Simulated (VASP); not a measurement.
A run of VASP 6.6.1 is set up as follows.

File INCAR:

```
SYSTEM = P
  PREC = Accurate
  ENCUT = 520
  EDIFF = 1E-7
  ISMEAR = 0
  SIGMA = 0.1
  LREAL = .FALSE.
  LASPH = .TRUE.
  NELM = 80
  ALGO = Normal
  ISIF = 3
  LWAVE = .FALSE.
  LCHARG = .FALSE.
  GGA = CA
  IBRION = 2
  NSW = 80
  EDIFFG = -0.002
  PSTRESS = 125.0
```

The input KPOINTS:

```
Automatic mesh
0
G
  15 15 15
  0 0 0
```

File POSCAR:

```
P                                       
1.0
    1.6616140973      0.9593333498      2.7124511229
   -1.6616140973      0.9593333498      2.7124511229
    0.0000000000     -1.9186666859      2.7124511215
  P             
     2
Direct
     0.2440386947919949    0.2440386947919949    0.2440386947903041
     0.7559613052080052    0.7559613052080052    0.7559613052096958
```

Potentials or basis: VASP PAW LDA potentials, release 64 (P).

Launch:

```bash
$ cat potpaw_LDA.64/P/POTCAR > POTCAR
$ mpirun -np 1 vasp_std > vasp.out
```

What does it give for the band gap on the k mesh?

None (metal or under the smearing width).

Final structure:
```
P
1.0
     1.66161    0.95933    2.71245
    -1.66161    0.95933    2.71245
     0.00000   -1.91867    2.71245
P
2
Direct
  0.24404 0.24404 0.24404
  0.75596 0.75596 0.75596
```

Caveat: the relaxation stopped at its first step, so nothing moved.
